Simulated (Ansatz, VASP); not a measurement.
TiC: VASP beside Ansatz

```
Ti C
1.0
     0.00000    2.13041    2.13041
     2.13041    0.00000    2.13041
     2.13041    2.13041    0.00000
Ti C
1 1
Direct
  0.00000 0.00000 0.00000
  0.50000 0.50000 0.50000
```

Alike in both runs: functional LDA; k mesh 16 × 16 × 16; occupations gaussian, width 0.1 eV; no spin polarisation.

Ansatz relaxed the structure, and its values are those at the end. VASP's run is a single point on that final structure, the one shown.

```csv
,VASP,Ansatz
version,VASP 6.6.1,Ansatz 0.2.0
potentials or method,"VASP PAW LDA potentials, release 64 (Ti_sv, C)","scalar-relativistic, plane waves, PAW"
plane-wave cutoff (eV),520,420
valence electrons in the cell,16,16
```

|  | VASP | Ansatz | Ansatz less VASP |
| --- | --- | --- | --- |
| gap on the k mesh at the Fermi level (eV) | none | none | - |
| pressure (GPa) | 0.7 | 0.0 | -0.71 |

A gap of «none» marks a metal or a gap that the smearing closes.
